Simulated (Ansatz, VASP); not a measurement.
Ca in VASP and in Ansatz

```
Ca
1.0
     0.00000    2.81077    2.72694
     2.81077    0.00000    2.72694
     2.81077    2.81077    0.00000
Ca
1
Direct
  0.00000 0.00000 0.00000
```

Alike in both runs: task single point; functional PBEsol; k mesh 12 × 12 × 12; occupations gaussian, width 0.1 eV; no spin polarisation.

```csv
,VASP,Ansatz
version,VASP 6.6.1,Ansatz 0.2.0
potentials or method,"VASP PAW PBE potentials, release 64 (Ca_sv)","scalar-relativistic, plane waves, PAW"
plane-wave cutoff (eV),520,420
valence electrons in the cell,10,10
```

```csv
,VASP,Ansatz,Ansatz less VASP
gap on the k mesh at the Fermi level (eV),none,none,-
pressure (GPa),-1.0,-1.0,+0.01
largest component of the traceless stress (GPa),0.09,0.09,0.000
```

A gap of «none» marks a metal or a gap that the smearing closes. The functional is the same, so the differences come from potentials, cutoffs and numerics.

Caveats: the PAW data sets were made with another functional, which shifts forces and pressure a little (VASP).
